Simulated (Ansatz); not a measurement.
**RbBr: band gap under strain**

Aim: follow the gap of RbBr built on the rocksalt prototype through these states: -2.1 % equal strain in all directions; -5.7 % shear in the xy plane; -3.7 % strain along [111] alone. The table at the end shows which levels were run.

Code: Ansatz 0.2.0. PAW datasets, plane waves. Spin-unpolarised throughout; all numbers are computed.

## (1) The cell

The unstrained cell was relaxed with r2SCAN; in each strained cell the atoms were relaxed again with r2SCAN. Names of k-points are those of the unstrained zone, where strain can split equivalent points. First state: -2.1 % equal strain in all directions.

The symmetry is Fm-3m (No. 225, cubic); conventional cell a = 6.776 Å, 38.88 Å³ an atom. Near Rb stand 6 Br at 3.39 Å; near Br stand 6 Rb at 3.39 Å.

As a file:

```
Rb Br
1.0
     0.00000    3.38780    3.38780
     3.38780    0.00000    3.38780
     3.38780    3.38780    0.00000
Rb Br
1 1
Cartesian
  0.0000 0.0000 0.0000
  3.3878 3.3878 3.3878
```

## (2) -2.1 % equal strain in all directions: PBE

File input.yaml:

```yaml
crystal:
  lattice:
    - [0.0, 3.3878026764, 3.3878026764]
    - [3.3878026764, 0.0, 3.3878026764]
    - [3.3878026764, 3.3878026764, 0.0]
  atoms:
    - { symbol: Rb, position: [0.0, 0.0, 0.0] }
    - { symbol: Br, position: [0.5, 0.5, 0.5] }
kpoints:
  mp_grid: { grid: [6, 6, 6] }
  band_path:
    path:
      - [0.0, 0.0, 0.0]
      - [0.5, 0.0, 0.5]
      - [0.625, 0.25, 0.625]
      - [0.375, 0.375, 0.75]
      - [0.5, 0.5, 0.5]
      - [0.5, 0.25, 0.75]
    npoints: 1
hamiltonian:
  xc: pbe
scf:
  occupations: { method: fermi_dirac, width: 0.02 }
  n_extra_bands: 4
output:
  forces: true
  stress: true
  eigenvalues: true
```

Further steps of the session: -2.1 % equal strain in all directions: r2SCAN; -2.1 % equal strain in all directions: HSE06; -5.7 % shear in the xy plane: PBE; -5.7 % shear in the xy plane: r2SCAN; -5.7 % shear in the xy plane: HSE06; -3.7 % strain along [111] alone: PBE; -3.7 % strain along [111] alone: r2SCAN; -3.7 % strain along [111] alone: HSE06.

What does the calculation give?

The runs gave:

Least gap in eV (negative: overlap):

| state | PBE | r2SCAN | HSE06 |
| --- | --- | --- | --- |
| -2.1 % equal strain in all directions | 4.45 | 5.06 | 5.62 |
| -5.7 % shear in the xy plane | 4.23 | 4.84 | 5.38 |
| -3.7 % strain along [111] alone | 4.34 | 4.95 | 5.50 |

**Reading.** Where both were run, the HSE06 gap lies +1.15 to +1.17 eV from PBE's, each on its own k points. In PBE the gap is least under -5.7 % shear in the xy plane (4.23 eV) and largest under -2.1 % equal strain in all directions (4.45 eV).
